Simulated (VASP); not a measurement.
# Cu (Fm-3m) in VASP: a series of runs, part 2 of 2

VASP 6.6.1. Earlier steps stand in the parts before.

**3. Relaxation of cell and atoms, revPBE**

INCAR

```
ALGO = Normal
EDIFF = 1E-6
EDIFFG = -0.01
ENCUT = 600
GGA = RE
IBRION = 2
ISIF = 3
ISMEAR = -1
LASPH = True
LCHARG = False
LREAL = False
LWAVE = False
NELM = 80
NSW = 40
PREC = Accurate
SIGMA = 0.05
```

KPOINTS

```
k-points
0
Gamma
  13 13 13
```

POSCAR

```
Cu
1.0
    0.0000000000      1.8075000000      1.8075000000
    1.8075000000      0.0000000000      1.8075000000
    1.8075000000      1.8075000000      0.0000000000
Cu
1
Direct
    0.0000000000      0.0000000000      0.0000000000
```

Potentials or basis: VASP PAW PBE potentials, release 64 (Cu).

Started as:

```
> cat potpaw_PBE.64/Cu/POTCAR > POTCAR
> mpirun -np 1 vasp_std > vasp.out
```

OUTCAR:

```text
EDIFF = 1E-6
   EDIFFG = -0.01
   ENCUT = 600
   GGA = RE
   IBRION = 2
   ISIF = 3
   ISMEAR = -1
   LASPH = True
   LREAL = False
   NELM = 80
   NSW = 40
   PREC = Accurate

 ion  position               nearest neighbor table
   1  0.000  0.000  0.000-

  LATTYP: Found a face centered cubic cell.
 ALAT       =     3.6150000000

  Lattice vectors:

 A1 = (   0.0000000000,   1.8075000000,   1.8075000000)
 A2 = (   1.8075000000,   0.0000000000,   1.8075000000)
 A3 = (   1.8075000000,   1.8075000000,   0.0000000000)

Analysis of symmetry for initial positions (statically):
=====================================================================
 Subroutine PRICEL returns:
 Original cell was already a primitive cell.

 Routine SETGRP: Setting up the symmetry group for a
 face centered cubic supercell.

 Subroutine GETGRP returns: Found 48 space group operations
 (whereof 48 operations were pure point group operations)
 out of a pool of 48 trial point group operations.

The static configuration has the point symmetry O_h .

Analysis of symmetry for dynamics (positions and initial velocities):
=====================================================================
 Subroutine PRICEL returns:
 Original cell was already a primitive cell.

 Routine SETGRP: Setting up the symmetry group for a
 face centered cubic supercell.

 Subroutine GETGRP returns: Found 48 space group operations
 (whereof 48 operations were pure point group operations)
 out of a pool of 48 trial point group operations.

The dynamic configuration has the point symmetry O_h .

 Subroutine INISYM returns: Found 48 space group operations
 (whereof 48 operations are pure point group operations),
 and found     1 'primitive' translations

----------------------------------------------------------------------------------------

                                     Primitive cell

  volume of cell :      11.8104

  direct lattice vectors                    reciprocal lattice vectors
     0.000000000  1.807500000  1.807500000    -0.276625173  0.276625173  0.276625173
     1.807500000  0.000000000  1.807500000     0.276625173 -0.276625173  0.276625173
     1.807500000  1.807500000  0.000000000     0.276625173  0.276625173 -0.276625173

  length of vectors
     2.556191014  2.556191014  2.556191014     0.479128854  0.479128854  0.479128854

  position of ions in fractional coordinates (direct lattice)
     0.000000000  0.000000000  0.000000000

  ion indices of the primitive-cell ions
   primitive index   ion index
                 1           1

----------------------------------------------------------------------------------------

 KPOINTS: k-points

Automatic generation of k-mesh.
 Grid dimensions read from file:
 generate k-points for:   13   13   13

 Generating k-lattice:

  Cartesian coordinates                     Fractional coordinates (reciprocal lattice)
    -0.021278859  0.021278859  0.021278859     0.076923077  0.000000000  0.000000000
     0.021278859 -0.021278859  0.021278859     0.000000000  0.076923077  0.000000000
     0.021278859  0.021278859 -0.021278859     0.000000000  0.000000000  0.076923077

  Length of vectors
[... 44 lines left out ...]
   NGXF,Y,Z  is equivalent  to a cutoff of  26.01, 26.01, 26.01 a.u.
 SYSTEM =  unknown system
   PREC   = accura    normal or accurate (medium, high low for compatibility)
   ISTART =      0    job   : 0-new  1-cont  2-samecut
   ICHARG =      2    charge: 1-file 2-atom 10-const
   ISPIN  =      1    spin polarized calculation?
   LNONCOLLINEAR =      F non collinear calculations
   LSORBIT =      F    spin-orbit coupling
   LASPH  =      T    aspherical Exc in radial PAW
   ENCUT  =  600.0 eV  44.10 Ry    6.64 a.u.   5.11  5.11  5.11*2*pi/ulx,y,z
   NELM   =     80;   NELMIN=  2; NELMDL= -5     # of ELM steps
   EDIFF  = 0.1E-05   stopping-criterion for ELM
   LREAL  =      F    real-space projection
   EDIFFG = -.1E-01   stopping-criterion for IOM
   NSW    =     40    number of steps for IOM
   IBRION =      2    ionic relax: 0-MD 1-quasi-New 2-CG
   NFREE  =      1    steps in history (QN), initial steepest desc. (CG)
   ISIF   =      3    stress and relaxation
   ISYM   =      2    0-nonsym 1-usesym 2-fastsym
   POTIM  = 0.5000    time-step for ionic-motion
   TEBEG  =    0.0;   TEEND  =   0.0 temperature during run
   PSTRESS=    0.0 pullay stress
   NELECT =      11.0000    total number of electrons
   NUPDOWN=      -1.0000    fix difference up-down
   EMIN   =  10.00;   EMAX   =-10.00  energy-range for DOS
   EFERMI =   0.00;   METHOD = LEGACY
   ISMEAR =    -1;   SIGMA  =   0.05  broadening in eV -4-tet -1-fermi 0-gaus
   EFERMI_NEDOS =   21; number of points for ismear=-14 and -15
   IALGO  =     38    algorithm
   IMIX   =      4    mixing-type and parameters
     AMIX     =   0.40;   BMIX     =  1.00
     AMIX_MAG =   1.60;   BMIX_MAG =  1.00
  volume/ion in A,a.u.               =      11.81        79.70
  Fermi-wavevector in a.u.,A,eV,Ry     =   1.598763  3.021224 34.777078  2.556043
  Thomas-Fermi vector in A             =   2.696162
   LORBIT       =      0    0 simple, 1 ext, 2 COOP (PROOUT), +10 PAW based schemes
   GGA     = RE    functional components
   LHFCALC =     F    Hartree Fock is set to
   AEXX    =    0.0000 exact exchange contribution
   IVDW    =     0    specifies the selected vdW correction
   LEPSILON=     F    determine dielectric tensor
   LRPA    =     F    only Hartree local field effects (RPA)
 conjugate gradient relaxation of ions
 non-spin polarized calculation
  energy-cutoff  :      600.00
  volume of cell :       11.81
 maximum number of plane-waves:       411
   NGX = 11   NGY = 11   NGZ = 11

--------------------------------------- Ionic step        1  -------------------------------------------

 number of electron      11.0000001 magnetization

 Free energy of the ion-electron system (eV)
  ---------------------------------------------------
  ext. energy  EPLUGINS =         0.00000000
  ---------------------------------------------------
  free energy    TOTEN  =        -3.34432438 eV

  energy without entropy =       -3.34157954  energy(sigma->0) =       -3.34295196

------------------------ aborting loop because EDIFF is reached ----------------------------------------

  FORCE on cell =-STRESS in cart. coord.  units (eV):
  Direction    XX          YY          ZZ          XY          YZ          ZX
  --------------------------------------------------------------------------------------
  -------------------------------------------------------------------------------------
  Total        0.4335155      0.4335155      0.4335155      0.0000000      0.0000000      0.0000000
  in kB       58.8098806     58.8098806     58.8098806      0.0000000      0.0000000      0.0000000
  external PRESSURE =      58.8098806 kB  Pullay stress =       0.0000000 kB
[... 57 lines left out ...]
--------------------------------------- Ionic step        3  -------------------------------------------

 number of electron      10.9999989 magnetization

 Free energy of the ion-electron system (eV)
  ---------------------------------------------------
  ext. energy  EPLUGINS =         0.00000000
  ---------------------------------------------------
  free energy    TOTEN  =        -3.35315210 eV

  energy without entropy =       -3.35037710  energy(sigma->0) =       -3.35176460

 E-fermi :   7.3613     XC(G=0): -12.3858

 val. band max:        7.1704803587   @ k =   0.4615   0.2308   0.0000
 cond. band min:       7.3794801733   @ k =   0.4615   0.3077   0.0000
 fundamental gap:      0.2089998146
 Fermi energy:         7.3613441389

 k-point     1 :       0.0000    0.0000    0.0000
  band No.  band energies     occupation
      1      -1.8382      2.00000
      2       4.2886      2.00000
      3       4.2886      2.00000
      4       4.2886      2.00000
      5       5.0560      2.00000
      6       5.0560      2.00000
      7      29.4096      0.00000
      8      31.8060      0.00000
      9      31.8060      0.00000
[... 265 lines left out ...]
 k-point    24 :       0.4615    0.1538    0.0000
  band No.  band energies     occupation
      1       2.5885      2.00000
      2       3.9617      2.00000
      3       4.3042      2.00000
      4       4.5466      2.00000
      5       5.6035      2.00000
      6       6.8657      1.99990
      7      13.0693      0.00000
      8      23.6400      0.00000
      9      24.9218      0.00000

 [... further k-points ...]

------------------------ aborting loop because EDIFF is reached ----------------------------------------

  FORCE on cell =-STRESS in cart. coord.  units (eV):
  Direction    XX          YY          ZZ          XY          YZ          ZX
  --------------------------------------------------------------------------------------
  -------------------------------------------------------------------------------------
  Total        0.0028239      0.0028239      0.0028239     -0.0000000      0.0000000     -0.0000000
  in kB        0.3674440      0.3674440      0.3674440     -0.0000000      0.0000000     -0.0000000
  external PRESSURE =       0.3674440 kB  Pullay stress =       0.0000000 kB
[... 16 lines left out ...]
  FREE ENERGIE OF THE ION-ELECTRON SYSTEM (eV)
  ---------------------------------------------------
  free  energy   TOTEN  =        -3.3531520976 eV

  energy  without entropy=       -3.3503771029  energy(sigma->0) =       -3.35176460

 reached required accuracy - stopping structural energy minimisation
```

CONTCAR:

```text
Cu
   1.00000000000000
     0.0000000000000000    1.8327932128924325    1.8327932128924325
     1.8327932128924325   -0.0000000000000000    1.8327932128924325
     1.8327932128924325    1.8327932128924325    0.0000000000000000
  Cu
     1
Direct
     0.0000000000000000    0.0000000000000000    0.0000000000000000

  0.00000000E+00  0.00000000E+00  0.00000000E+00
```

Run time: 12 s. Hardware: 1 thread of AMD EPYC 9R45 (Zen 5), shared host; peak memory 0.1 GiB.

What came out:

```yaml
Free_energy: -3.3532 eV
Relaxed_volume: 12.31 Å³/atom
Relaxed_cell: a = 2.592 Å, b = 2.592 Å, c = 2.592 Å, α = 60.00°, β = 60.00°, γ = 60.00°
Space_group_after_relaxing_to_0.05_Å: Fm-3m (No. 225)
Energy_gained_by_relaxing: 8.8 meV/atom
Ionic_steps: 3
Pressure_after_relaxing: 0.0 GPa
Band_gap_on_the_k_mesh: none (metal or under the smearing width)
```

Step by step:
```csv
step,energy change (eV),largest force (eV/Å),pressure (GPa),volume (Å³)
1,0.0000,0.0000,5.88,11.81
2,-0.0069,0.0000,-2.42,12.57
3,-0.0088,0.0000,0.04,12.31
```

Final structure:
```
Cu
1.0
     0.00000    1.83279    1.83279
     1.83279    0.00000    1.83279
     1.83279    1.83279    0.00000
Cu
1
Direct
  0.00000 0.00000 0.00000
```

Levels at points of the mesh, in eV from the Fermi level:
```tsv
k point	band 2	band 3	band 4	band 5	band 6	band 7	band 8	band 9
(0.00, 0.00, 0.00)	-3.07	-3.07	-3.07	-2.31	-2.31	22.05	24.44	24.44
```

Caveat: the PAW data sets were made with another functional, which shifts forces and pressure a little. revPBE gives volumes clearly too large for solids.

**4. The reference run**

An earlier run on the cell as given: functional PBE; potentials or basis VASP PAW PBE potentials, release 64 (Cu); cutoff 520 eV; k mesh 13 × 13 × 13; occupations fermi-dirac, width 0.05 eV; no spin polarisation.

* Pressure: 2.2 GPa
* Band gap on the k mesh: none (metal or under the smearing width)

**5. The runs side by side**

```tsv
task	level	cell	cutoff (eV)	smearing	gap on the mesh (eV)	pressure (GPa)
single point	PBE	as given	520	gaussian 0.011 eV	none	2.2
relaxation of cell and atoms	revPBE	relaxed	600	fermi-dirac 0.05 eV	none	0.0
single point	PBE	as given	520	fermi-dirac 0.05 eV	none	2.2
```

Alike in all rows: potentials or basis VASP PAW PBE potentials, release 64 (Cu); no spin polarisation; k mesh 13 × 13 × 13.

Caveats: the PAW data sets were made with another functional, which shifts forces and pressure a little (some runs).

Absolute energies hang on the potentials; compare differences alone.
